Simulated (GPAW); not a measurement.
# Li2O (Fm-3m) in GPAW: single point with PBE

Aim: the single point of Li2O with PBE.

Everything below comes from runs of GPAW 26.7.0. Logs are shortened: lines on timing, memory, paths and dates and some standing lists are left out, and cuts for length are marked. The log counts tension as positive stress, the text compression.

### 1 Starting point

Symmetry: Fm-3m, No. 225, cubic system. Conventional cell: a = 4.654 Å, b = 4.654 Å, c = 4.654 Å, α = 90.00°, β = 90.00°, γ = 90.00°. Around O (site symmetry m-3m) lie 8 Li at 2.02 Å. Around Li (site symmetry -43m) lie 4 O at 2.02 Å.

The cell comes from a database or a generator and needn't be the stable form of this composition.

### 2 Single point, PBE

run.py reads:

```python
from ase.dft.bandgap import bandgap
from ase.io import read, write
from ase.units import GPa
from gpaw import GPAW, PW

atoms = read('Li2O.xyz')

calc = GPAW(mode=PW(600),
            xc='PBE',
            kpts={'size': (8, 8, 8), 'gamma': True},
            occupations={'name': 'fermi-dirac', 'width': 0.05},
            nbands=12,
            maxiter=120,
            txt='gpaw.txt')
atoms.calc = calc
energy = atoms.get_potential_energy()
forces = atoms.get_forces()
stress = atoms.get_stress()
calc.write('gs.gpw')
write('result.traj', atoms)
print(f'Energy: {energy:.6f} eV')
print('Forces (eV/A):')
print(forces.round(4))
print('Stress (GPa):', (stress / GPa).round(3))
print('Fermi level:', round(calc.get_fermi_level(), 4), 'eV')
print(f'Gap: {bandgap(calc)[0]:.4f} eV, direct: {bandgap(calc, direct=True)[0]:.4f} eV')
```

Li2O.xyz reads:

```xyz
3
Lattice="0.0000000000 2.3268543819 2.3268543819 2.3268543819 0.0000000000 2.3268543819 2.3268543819 2.3268543819 0.0000000000" Properties=species:S:1:pos:R:3 pbc="T T T"
O      0.0000000000      0.0000000000      0.0000000000
Li     1.1634271910      1.1634271910      1.1634271910
Li     3.4902815728      3.4902815728      3.4902815728
```

Potentials or basis: GPAW PAW data sets (gpaw-data 1.2.1), pw.

The run is started by

```console
OMP_NUM_THREADS=1 python run.py
```

gpaw.txt:

```text
__  _  _
 | _ |_)|_||  |
 |__||  | ||/\| - 26.7.0

Input parameters:
  mode=PW(ecut=600.0),
  kpts=MonkhorstPack(size=(8, 8, 8), gamma=True),
  maxiter=120,
  nbands=12,
  occupations=Occupations(name='fermi-dirac', width=0.05),
  xc=XC(name='PBE')

Diagonalizing LCAO Hamiltonian
Converting LCAO to pw mode

                  Li

           Li

       O

Atoms  # Å, Bohr magnetons
|   | symbol |        x |        y |        z |    initial magnetic moments |
|---|--------|----------|----------|----------|-----------------------------|
| 0 |      O | 0.000000 | 0.000000 | 0.000000 | ( 0.0000,  0.0000,  0.0000) |
| 1 |     Li | 1.163427 | 1.163427 | 1.163427 | ( 0.0000,  0.0000,  0.0000) |
| 2 |     Li | 3.490282 | 3.490282 | 3.490282 | ( 0.0000,  0.0000,  0.0000) |

Unit cell  # Å
| periodic |        x |        y |        z |  lengths |    angles |
|----------|----------|----------|----------|----------|-----------|
|      yes | 0.000000 | 2.326854 | 2.326854 | 3.290669 | 60.000000 |
|      yes | 2.326854 | 0.000000 | 2.326854 | 3.290669 | 60.000000 |
|      yes | 2.326854 | 2.326854 | 0.000000 | 3.290669 | 60.000000 |

Number of symmetries: 48
Symmetry operations  # r_c * U_cc + t_c -> r_c
|    | kind |            matrix            |
|----|------|------------------------------|
|  0 |  σ   |  1, 0, 0,  1, 0,-1,  1,-1, 0 |
|  1 |  C2  |  1, 0, 0,  1,-1, 0,  1, 0,-1 |
|  2 |  E   |  1, 0, 0,  0, 1, 0,  0, 0, 1 |
|  3 |  σ   |  1, 0, 0,  0, 0, 1,  0, 1, 0 |
|  4 |  C4  |  1, 0,-1,  1, 0, 0,  1,-1, 0 |
|  5 |  S6  |  1, 0,-1,  1,-1, 0,  1, 0, 0 |
|  6 |  σ   |  1, 0,-1,  0, 1,-1,  0, 0,-1 |
|  7 |  C3  |  1, 0,-1,  0, 0,-1,  0, 1,-1 |
|  8 |  S6  |  1,-1, 0,  1, 0, 0,  1, 0,-1 |
|  9 |  C4  |  1,-1, 0,  1, 0,-1,  1, 0, 0 |
| 10 |  C3  |  1,-1, 0,  0,-1, 1,  0,-1, 0 |
| 11 |  σ   |  1,-1, 0,  0,-1, 0,  0,-1, 1 |
| 12 |  σ   |  0, 1, 0,  1, 0, 0,  0, 0, 1 |
| 13 |  C4  |  0, 1, 0,  0, 1,-1, -1, 1, 0 |
| 14 |  C3  |  0, 1, 0,  0, 0, 1,  1, 0, 0 |
| 15 |  S6  |  0, 1, 0, -1, 1, 0,  0, 1,-1 |
| 16 |  C2  |  0, 1,-1,  1, 0,-1,  0, 0,-1 |
| 17 |  σ   |  0, 1,-1,  0, 1, 0, -1, 1, 0 |
| 18 |  S4  |  0, 1,-1,  0, 0,-1,  1, 0,-1 |
| 19 |  C4  |  0, 1,-1, -1, 1, 0,  0, 1, 0 |
| 20 |  C3  |  0, 0, 1,  1, 0, 0,  0, 1, 0 |
| 21 |  σ   |  0, 0, 1,  0, 1, 0,  1, 0, 0 |
| 22 |  S6  |  0, 0, 1,  0,-1, 1, -1, 0, 1 |
| 23 |  C4  |  0, 0, 1, -1, 0, 1,  0,-1, 1 |
| 24 |  S4  |  0, 0,-1,  1, 0,-1,  0, 1,-1 |
| 25 |  C3  |  0, 0,-1,  0, 1,-1,  1, 0,-1 |
| 26 |  C2  |  0, 0,-1,  0,-1, 0, -1, 0, 0 |
| 27 |  S6  |  0, 0,-1, -1, 0, 0,  0,-1, 0 |
| 28 |  S4  |  0,-1, 1,  1,-1, 0,  0,-1, 0 |
| 29 |  C4  |  0,-1, 1,  0, 0, 1, -1, 0, 1 |
| 30 |  C2  |  0,-1, 1,  0,-1, 0,  1,-1, 0 |
| 31 |  σ   |  0,-1, 1, -1, 0, 1,  0, 0, 1 |
| 32 |  C3  |  0,-1, 0,  1,-1, 0,  0,-1, 1 |
| 33 |  S6  |  0,-1, 0,  0, 0,-1, -1, 0, 0 |
| 34 |  S4  |  0,-1, 0,  0,-1, 1,  1,-1, 0 |
| 35 |  C2  |  0,-1, 0, -1, 0, 0,  0, 0,-1 |
| 36 |  C2  | -1, 1, 0,  0, 1, 0,  0, 1,-1 |
| 37 |  S6  | -1, 1, 0,  0, 1,-1,  0, 1, 0 |
| 38 |  S4  | -1, 1, 0, -1, 0, 1, -1, 0, 0 |
| 39 |  C3  | -1, 1, 0, -1, 0, 0, -1, 0, 1 |
| 40 |  S6  | -1, 0, 1,  0, 0, 1,  0,-1, 1 |
| 41 |  C2  | -1, 0, 1,  0,-1, 1,  0, 0, 1 |
| 42 |  C3  | -1, 0, 1, -1, 1, 0, -1, 0, 0 |
| 43 |  S4  | -1, 0, 1, -1, 0, 0, -1, 1, 0 |
| 44 |  C2  | -1, 0, 0,  0, 0,-1,  0,-1, 0 |
| 45 |  i   | -1, 0, 0,  0,-1, 0,  0, 0,-1 |
| 46 |  σ   | -1, 0, 0, -1, 1, 0, -1, 0, 1 |
| 47 |  C2  | -1, 0, 0, -1, 0, 1, -1, 1, 0 |

BZ-sampling:
  Number of BZ points: 512
  Number of IBZ points: 29

  Monkhorst-Pack size: [8, 8, 8]
  Monkhorst-Pack shift: [0.0625, 0.0625, 0.0625]

K-points  # in reciprocal-cell coordinates
|     |                                coordinates |     weight |
|-----|--------------------------------------------|------------|
|   0 | (  0.00000000,   0.00000000,   0.00000000) | 0.00195312 |
|   1 | (  0.12500000,   0.12500000,   0.00000000) | 0.01171875 |
|   2 | (  0.12500000,   0.12500000,   0.12500000) | 0.01562500 |
|   3 | (  0.25000000,   0.12500000,   0.12500000) | 0.02343750 |
|   4 | (  0.25000000,   0.25000000,   0.00000000) | 0.01171875 |
|   5 | (  0.25000000,   0.25000000,   0.12500000) | 0.04687500 |
|   6 | (  0.25000000,   0.25000000,   0.25000000) | 0.01562500 |
|   7 | (  0.37500000,   0.25000000,  -0.37500000) | 0.04687500 |
|   8 | (  0.37500000,   0.25000000,   0.12500000) | 0.04687500 |
|   9 | (  0.37500000,   0.25000000,   0.25000000) | 0.04687500 |
| ... |                                            |            |
|  28 | (  0.50000000,   0.50000000,   0.50000000) | 0.00781250 |

Plane wave coefficients: 869
Cutoff: 600.0 eV

Spin-components: 1 (collinear spins)
Bands:           12
Projectors:      11
Spin-degeneracy: 2
Datatype:        complex128

Parallelization:
  kpt:    1
  domain: 1
  band:   1

Density:
  Valence electrons: 8.0
  Components: 1
  Grid points: [20 20 20]
  Charge: 0.0  # |e|

Potential:
  Grid points: [20 20 20]

species:
  O:
    name:    Oxygen
    Z:       8.0
    valence: 6
    core:    2
    charge:  0.0  # [|e|]
    compensation charges:
      type: gauss
      rc: 0.21  # [Å]
      lmax: 2
    cutoffs:
      filter: 1.17  # [Å]
      core: 0.83  # [Å]
    projectors
    | kind |    occ | energy [eV] | rcut [Å] |
    |------|--------|-------------|----------|
    |   2s |  2.000 |     -23.961 |    0.688 |
    |   2p |  4.000 |      -9.029 |    0.598 |
    |    s |        |       3.251 |    0.688 |
    |    p |        |      18.182 |    0.598 |
    |    d |        |       0.000 |    0.619 |

    Using partial waves for O as LCAO basis

  Li:
    name:    Lithium
    Z:       3.0
    valence: 1
    core:    2
    charge:  0.0  # [|e|]
    compensation charges:
      type: gauss
      rc: 0.33  # [Å]
      lmax: 2
    cutoffs:
      filter: 1.91  # [Å]
      core: 2.55  # [Å]
    projectors
    | kind |    occ | energy [eV] | rcut [Å] |
    |------|--------|-------------|----------|
    |   2s |  1.000 |      -2.874 |    1.058 |
    |   2p |  0.000 |      -1.090 |    1.058 |
    |    s |        |      24.337 |    1.058 |

    Using partial waves for Li as LCAO basis

Reference energy: -2446.427942  # eV

eigensolver:
  PPCG
  Converge bands: occupied
  niter=2

density mixing:
  MSR1-Mixer
  Pratt-step length: 0.05
  Maximum mixing coefficient: 0.75
  Old densities: 10
  SVD Regularization: 0.005
  Good broyden scale: 1.0
  Trust region scale: 1.0
  Backstep threshold: 4.0
  History deletion threshold: 6.0
  Fourier metric: weight=20.0, sigma=0.015

occupation numbers:
  Fermi-Dirac:
    width: 0.0500  # eV

poisson solver:
  ecut: 4800.0  # eV

xc functional:
  name: PBE with 2 nearest neighbor stencil

convergence criteria:
- Maximum [total energy] change in last 3 cyles: 0.0005 eV / valence electron
- Maximum integral of absolute [dens]ity change: 0.0001 electrons / valence electron
- Maximum integral of absolute [eigenst]ate change: 4e-08 eV^2 / valence electron
maximum number of iterations: 120

SCF iterations
|iter     | |      energy | eigst |  dens |
|---------|-|-------------|-------|-------|
|iter:   1| |  -15.165679 | -0.29 |       |
|iter:   2| |  -14.943211 | -2.66 | -0.75 |
|iter:   3| |  -14.350945 | -1.71 | -0.80 |
|iter:   4| |  -14.347409 | -3.16 | -1.24 |
|iter:   5| |  -14.354339 | -3.09 | -1.51 |
|iter:   6| |  -14.354464 | -5.65 | -2.59 |
|iter:   7| |  -14.354500c| -5.84 | -2.94 |
|iter:   8| |  -14.354500c| -8.36c| -4.26c|

Converged in 8 steps
Energy contributions relative to reference atoms: (reference = -2446.427942)

Energy contributions:
  Kinetic:          15.366423
  Coulomb:         -13.944003
  Zero:              0.156438
  External:          0.000000
  Xc:              -15.933358
  Entropy:          -0.000000
  Spinorbit:         0.000000
  ----------------------------
  Free energy:     -14.354500
  Extrapolated:    -14.354500

dipole moment: (-13.059063, -13.059063, -13.059063)  # |e|*Ang

Fermi level: 2.825
Eigenvalues  # (at kpt = [0.000, 0.000, 0.000])
| band index |      eig [eV] | occ [0-2] |
|------------|---------------|-----------|
|          0 |       -14.205 |     2.000 |
|          1 |         1.234 |     2.000 |
|          2 |         1.234 |     2.000 |
|          3 |         1.234 |     2.000 |
|          4 |         6.325 |     0.000 |
|          5 |        13.066 |     0.000 |
|          6 |        13.066 |     0.000 |
|          7 |        13.066 |     0.000 |
|          8 |        20.117 |     0.000 |
|          9 |        20.117 |     0.000 |
|         10 |        20.117 |     0.000 |
|         11 |        28.495 |     0.000 |

Gap: 4.931 eV
Transition (v -> c):
  (s=0, k=0, n=3, [0.00, 0.00, 0.00]) -> (s=0, k=24, n=4, [0.50, 0.50, 0.00])
Direct/indirect transitions are different
Direct gap: 5.091 eV
Transition at: (s=0, k=0, n=3, [0.00, 0.00, 0.00])

Forces  # eV/Ang
|        x |        y |        z |
|----------|----------|----------|
| -0.00000 |  0.00000 | -0.00000 |  # O    0
|  0.00000 | -0.00000 | -0.00000 |  # Li   1
|  0.00000 |  0.00000 |  0.00000 |  # Li   2

Stress tensor  # eV/Ang^3
|        x |        y |        z |
|----------|----------|----------|
| 0.015282 | 0.000000 | 0.000000 |
| 0.000000 | 0.015282 | 0.000000 |
| 0.000000 | 0.000000 | 0.015282 |

# Writing to gs.gpw (mode='')
```

Wall time 5.5 s (1 thread of INTEL XEON PLATINUM 8581C at 2.10GHz (Emerald Rapids), shared host); peak memory 0.14 GiB.

Results:

| Item | Value |
| --- | --- |
| Free energy | -14.3545 eV |
| Pressure | -2.4 GPa |
| Band gap on the k mesh | 4.93 eV, indirect (least direct gap 5.09 eV) |

Levels at points of the mesh, in eV from the valence-band top:
```csv
k point,band 2,band 3,band 4,band 5,band 6,band 7
"(0.00, 0.00, 0.00)",0.00,0.00,0.00,5.09,11.83,11.83
"(0.50, 0.50, 0.00)",-1.59,-1.35,-1.35,4.93,13.36,13.36
"(0.50, 0.50, 0.50)",-2.73,-0.43,-0.43,9.07,9.60,11.99
```

Caveat: the cutoff is short for stress and forces, so pressures can be off by a GPa or more.
